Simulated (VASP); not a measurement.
# BAs: convergence, deformation potentials

BAs, F-43m (no. 216), 2 atoms in the cell. PBE, strained cells; PAW potentials As, B (PBE set). VASP 6.6.1.

Wanted: gap against ln V within 0.1 eV.

The series start from Relative volume step: 0.02; Cutoff (eV): 400; k-point spacing (1/Å): 0.3. Each series keeps the choices made before it, and each single choice may use up half of a tolerance. Times cover all steps of a run.

## Relative volume step

| Relative volume step | Gap against ln V (eV) | Time (s) |
|---|---|---|
| 0.06 | 0.95 | 48 |
| 0.02 | 0.95 | 56 |
| 0.01 (reference) | 0.95 | 46 |

## Cutoff (eV)

| Cutoff (eV) | Gap against ln V (eV) | Time (s) |
|---|---|---|
| 260 | 0.91 | 36 |
| 320 | 0.94 | 40 |
| 400 | 0.95 | 48 |
| 520 (reference) | 0.95 | 62 |

## k-point spacing (1/Å)

| k-point spacing (1/Å) | Gap against ln V (eV) | Time (s) |
|---|---|---|
| 0.9 | 0.89 | 28 |
| 0.5 | 0.98 | 31 |
| 0.3 | 0.91 | 36 |
| 0.2 (reference) | 1.00 | 52 |

## Question

The rows run from the loosest to the tightest. For each series: choose the loosest value from which every tighter one stays within half of the tolerance.

## Answer

- Relative volume step: 0.06
- Cutoff (eV): 260
- k-point spacing (1/Å): 0.2, the tightest run, since the next looser one is off by more than half of the tolerance (convergence isn't shown beyond it)

## All choices together

| Input | Gap against ln V (eV) | Time (s) |
|---|---|---|
| quick settings (naive) | 0.82 | 23 |
| chosen settings | 1.00 | 52 |
| reference settings throughout | 1.03 | 124 |

The chosen settings stay within the tolerance of the reference run, but the reference itself isn't shown to be converged in: k-point spacing (1/Å).

## The input

INCAR.step1:
```
SYSTEM = BAs
PREC = Accurate
ENCUT = 480
EDIFF = 1E-7
ISMEAR = 0
SIGMA = 0.05
ALGO = Normal
LREAL = .FALSE.
LASPH = .TRUE.
NELM = 100
LWAVE = .FALSE.
LCHARG = .FALSE.
IBRION = 2
NSW = 30
ISIF = 3
EDIFFG = -0.005
KPAR = 4
```

INCAR.step2:
```
SYSTEM = BAs
PREC = Accurate
ENCUT = 260
EDIFF = 1E-6
ISMEAR = 0
SIGMA = 0.05
ALGO = Normal
LREAL = .FALSE.
LASPH = .TRUE.
NELM = 100
LWAVE = .FALSE.
LCHARG = .FALSE.
KPAR = 4
```

INCAR.step7, as INCAR.step2 but for:
```
+ IBRION = 2
+ NSW = 15
+ EDIFFG = -0.005
```

KPOINTS.step1:
```
k-points
0
Gamma
  8 8 8
```

KPOINTS.step2:
```
Automatic mesh
0
Gamma
  12 12 12
  0 0 0
```

POSCAR.step1:
```
BAs
1.0
    0.0000000000      2.3885000000      2.3885000000
    2.3885000000      0.0000000000      2.3885000000
    2.3885000000      2.3885000000      0.0000000000
As B
1 1
Direct
    0.2500000000      0.2500000000      0.2500000000
    0.0000000000      0.0000000000      0.0000000000
```

POSCAR.step2:
```
BAs
1.0
    0.0000000000      2.4082674641      2.4082674641
    2.4082674641      0.0000000000      2.4082674641
    2.4082674641      2.4082674641      0.0000000000
As B
1 1
Direct
    0.2500000000      0.2500000000      0.2500000000
    0.0000000000      0.0000000000      0.0000000000
```

POSCAR.step3:
```
BAs
1.0
    0.0000000000      2.4555003862      2.4555003862
    2.4555003862      0.0000000000      2.4555003862
    2.4555003862      2.4555003862      0.0000000000
As B
1 1
Direct
    0.2500000000      0.2500000000      0.2500000000
    0.0000000000      0.0000000000      0.0000000000
```

POSCAR.step4:
```
BAs
1.0
    0.0000000000      2.3591053539      2.3591053539
    2.3591053539      0.0000000000      2.3591053539
    2.3591053539      2.3591053539      0.0000000000
As B
1 1
Direct
    0.2500000000      0.2500000000      0.2500000000
    0.0000000000      0.0000000000      0.0000000000
```

POSCAR.step5:
```
BAs
1.0
    0.0000000000      2.3721434522      2.4805154880
    2.3721434522      0.0000000000      2.4805154880
    2.3721434522      2.3721434522      0.0000000000
As B
1 1
Direct
    0.2500000000      0.2500000000      0.2500000000
    0.0000000000      0.0000000000      0.0000000000
```

POSCAR.step6:
```
BAs
1.0
    0.0000000000      2.4443914761      2.3360194402
    2.4443914761      0.0000000000      2.3360194402
    2.4443914761      2.4443914761      0.0000000000
As B
1 1
Direct
    0.2500000000      0.2500000000      0.2500000000
    0.0000000000      0.0000000000      0.0000000000
```

POSCAR.step7:
```
BAs
1.0
    0.0722480239      2.4443914761      2.4443914761
    2.4443914761      0.0722480239      2.4443914761
    2.4443914761      2.4443914761      0.0722480239
As B
1 1
Direct
    0.2500000000      0.2500000000      0.2500000000
    0.0000000000      0.0000000000      0.0000000000
```

POSCAR.step8:
```
BAs
1.0
   -0.0722480239      2.3721434522      2.3721434522
    2.3721434522     -0.0722480239      2.3721434522
    2.3721434522      2.3721434522     -0.0722480239
As B
1 1
Direct
    0.2500000000      0.2500000000      0.2500000000
    0.0000000000      0.0000000000      0.0000000000
```

Commands (each step's output is kept before the next begins):
```
cat potpaw_PBE.64/As/POTCAR potpaw_PBE.64/B/POTCAR > POTCAR
cp INCAR.step1 INCAR
cp KPOINTS.step1 KPOINTS
cp POSCAR.step1 POSCAR
mpirun -np 4 vasp_std > vasp.out
rm WAVECAR CHG
cp INCAR.step2 INCAR
cp KPOINTS.step2 KPOINTS
cp POSCAR.step2 POSCAR
mpirun -np 4 vasp_std > vasp.out
rm WAVECAR CHG
cp POSCAR.step3 POSCAR
mpirun -np 4 vasp_std > vasp.out
rm WAVECAR CHG
cp POSCAR.step4 POSCAR
mpirun -np 4 vasp_std > vasp.out
rm WAVECAR CHG
cp POSCAR.step5 POSCAR
mpirun -np 4 vasp_std > vasp.out
rm WAVECAR CHG
cp POSCAR.step6 POSCAR
mpirun -np 4 vasp_std > vasp.out
rm WAVECAR CHG
cp INCAR.step7 INCAR
cp POSCAR.step7 POSCAR
mpirun -np 4 vasp_std > vasp.out
rm WAVECAR CHG
cp POSCAR.step8 POSCAR
mpirun -np 4 vasp_std > vasp.out
```

Limits: b and d are read from the valence top without spin-orbit coupling.

The chosen input took VASP 6.6.1 52 s on 4 cores (AMD EPYC 7R43 (Zen 3)), a shared host.
